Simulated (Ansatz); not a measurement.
**ZnH4O3: from a guess to a relaxed structure**

Aim: relax a trial structure of ZnH4O3 and see where it ends.

Method: DFT PBE, scalar-relativistic, plane waves, PAW, in Ansatz 0.2.0.

**1. The starting structure**

Symmetry: P-43m, No. 215, cubic system. Conventional cell: a = 4.420 Å, b = 4.420 Å, c = 4.420 Å, α = 90.00°, β = 90.00°, γ = 90.00°. Zn (site symmetry -43m) has 4 H at 2.00 Å as nearest neighbours. H (site symmetry 3m) has 3 O at 1.89 Å and 1 Zn at 2.00 Å as nearest neighbours. Around O (site symmetry -42m) lie 4 H at 1.89 Å.

As a file:

```cif
data_structure
_symmetry_space_group_name_H-M 'P 1'
_symmetry_Int_Tables_number 1
_cell_length_a 4.4200
_cell_length_b 4.4200
_cell_length_c 4.4200
_cell_angle_alpha 90.000
_cell_angle_beta 90.000
_cell_angle_gamma 90.000
_cell_volume 86.35
loop_
_atom_site_label
_atom_site_type_symbol
_atom_site_fract_x
_atom_site_fract_y
_atom_site_fract_z
_atom_site_occupancy
Zn1 Zn 0.00000 0.00000 0.00000 1
H1 H 0.26072 0.26072 0.26072 1
H2 H 0.26072 0.73928 0.73928 1
H3 H 0.73928 0.26072 0.73928 1
H4 H 0.73928 0.73928 0.26072 1
O1 O 0.50000 0.50000 0.00000 1
O2 O 0.50000 0.00000 0.50000 1
O3 O 0.00000 0.50000 0.50000 1
```

A structure generator made this guess: species swapped into a database cell of Ga4BiAs3 (P-43m, No. 215), with H on the Ga sites, Zn on the Bi sites and O on the As sites. Its size is a rough estimate.

**2. A first look at the guess**

Input file input.yaml:

```yaml
crystal:
  lattice:
    - [4.42002723, 0.0, 0.0]
    - [0.0, 4.42002723, 0.0]
    - [0.0, 0.0, 4.42002723]
  atoms:
    - { symbol: Zn, position: [0.0, 0.0, 0.0] }
    - { symbol: H, position: [0.260721, 0.260721, 0.260721] }
    - { symbol: H, position: [0.260721, 0.739279, 0.739279] }
    - { symbol: H, position: [0.739279, 0.260721, 0.739279] }
    - { symbol: H, position: [0.739279, 0.739279, 0.260721] }
    - { symbol: O, position: [0.5, 0.5, 0.0] }
    - { symbol: O, position: [0.5, 0.0, 0.5] }
    - { symbol: O, position: [0.0, 0.5, 0.5] }
basis:
  ecutwfc: 420
kpoints:
  mp_grid: { grid: [4, 4, 4] }
hamiltonian:
  xc: pbe
scf:
  occupations: { method: gaussian, width: 0.1 }
  lower_state_search: "off"
output:
  forces: true
  stress: true
  eigenvalues: true
```

Run with:

```sh
> ansatz run input.yaml --threads 1 --pin off --max-ram 2048MiB --backend cpu --events-out ev --progress --plain --runs-dir out
```

What it wrote, cut to the lines that bear on the results:

```text
Warning: RAYON_NUM_THREADS=1 ignored (pool sized by the plan → 1); use --threads N
[...]
Pseudopotentials: kind: paw
Pseudopotential: Zn, paw, valence charge 12, recommended cutoff 420 eV (normal), Zn.paw.azcp
Pseudopotential: H, paw, valence charge 1, recommended cutoff 420 eV (normal), H.paw.azcp
Pseudopotential: O, paw, valence charge 6, recommended cutoff 420 eV (normal), O.paw.azcp
Functional definition: PBE
[...]
Crystal: 8 atoms, lattice volume = 86.352 Å³
Basis set: ecut = 420 eV, 1743 PW (Γ), exchange–correlation on 60×60×60 points (8 copies of the dense FFT grid, shifted against one another)
Bands: 25, of which v1, the nominal top of the filled ones, is band 17 counted from 1 (16 counted from 0)
Symmetry: 24 space group operations
[...]
Fermi energy:    0.387573 eV
[...]
--- Forces (eV/Å), atoms counted from 1 ---
  atom   1  Zn     0.00000000     0.00000000     0.00000000
  atom   2  H      0.93843367     0.93843367     0.93843367
  atom   3  H      0.93843367    -0.93843367    -0.93843367
  atom   4  H     -0.93843367     0.93843367    -0.93843367
  atom   5  H     -0.93843367    -0.93843367     0.93843367
  atom   6  O      0.00000000    -0.00000000    -0.00000000
  atom   7  O     -0.00000000     0.00000000    -0.00000000
  atom   8  O     -0.00000000    -0.00000000     0.00000000
[...]
--- Stress (GPa, compression-positive) ---
      -23.025513       0.000000      -0.000000
        0.000000     -23.025513      -0.000000
        0.000000      -0.000000     -23.025513
  P = ⅓ Tr σ = -23.0255 GPa (-230.255 kbar)
--- Band table (eV; the first three rows and the last of 10) ---
[... band rows left out ...]
[...]
```

It took 3.5 s on 1 thread of Arm Neoverse N1, shared host; peak memory 0.29 GiB.

The probe gives pressure -23.0 GPa, largest force 1.63 eV/Å, gap on this mesh none (metal). A guess like this is first relaxed loosely on the coarse mesh.

**3. Spin check on a coarse mesh**

Changes to input.yaml since step 2:

```diff
@@ -11,5 +11,5 @@
     - { symbol: H, position: [0.739279, 0.739279, 0.260721] }
-    - { symbol: O, position: [0.5, 0.5, 0.0] }
-    - { symbol: O, position: [0.5, 0.0, 0.5] }
-    - { symbol: O, position: [0.0, 0.5, 0.5] }
+    - { symbol: O, position: [0.5, 0.5, 0.0], spin: 1.0 }
+    - { symbol: O, position: [0.5, 0.0, 0.5], spin: 1.0 }
+    - { symbol: O, position: [0.0, 0.5, 0.5], spin: 1.0 }
 basis:
@@ -27 +27,4 @@
   eigenvalues: true
+  populations: true
+magnetization:
+  spin_polarized: true
```

Run with:

```sh
> ansatz run input.yaml --threads 1 --pin off --max-ram 2048MiB --backend cpu --events-out ev --progress --plain --runs-dir out
```

What it wrote, cut to the lines that bear on the results:

```text
[...]
SCF converged after 17 iterations
Magnetization: 1.4200 μB (17.7100 up, 16.2900 down)
Absolute magnetization: 1.7425 μB (∫|ρ↑−ρ↓|, with the PAW one-centre terms)
Spin contamination: 0.0282 ħ² per cell (⟨S²⟩ above its minimum at these occupations)
[...]
Free energy (F): -5070.121982 eV
[...]
E sigma→0 (E₀):  -5070.107541 eV
Entropy (-TS):   -0.028881 eV (-3.610 meV/atom)
Fermi energy:    0.572339 eV
[...]
--- Band table (eV; the first three rows and the last of 20) ---
[... band rows left out ...]
[...]
--- Löwdin populations: 8 sites ---
  site symbol       q [e]    m [muB]
     0     Zn     10.8791     0.1431
     1      H      0.8606    -0.0574
     2      H      0.8606    -0.0574
     3      H      0.8606    -0.0574
     4      H      0.8606    -0.0574
     5      O      6.4941     0.5042
     6      O      6.4941     0.5042
     7      O      6.4941     0.5042
  spilling = 0.005766 (of n_electrons = 34.000000)
```

Run time: 13 s. Hardware: 1 thread of Arm Neoverse N1, shared host; peak memory 0.31 GiB.

Site by site:

```
atom  moment in the atom's sphere (μB)  Löwdin electrons
 Zn1                              0.03             10.88
  H2                             -0.03              0.86
  H3                             -0.03              0.86
  H4                             -0.03              0.86
  H5                             -0.03              0.86
  O6                              0.42              6.49
  O7                              0.42              6.49
  O8                              0.42              6.49
```

The Löwdin counts miss 0.20 of the 34 electrons, which the atomic orbitals do not span, so they are no charges.

The same cell is solved with trial moments on O. The largest site moment that stays is 0.42 μB and the cell's total 1.42 μB. The workflow keeps spin only above 0.25 μB on a site, so spin is kept from here on.

(Part 1 of 3 ends here.)
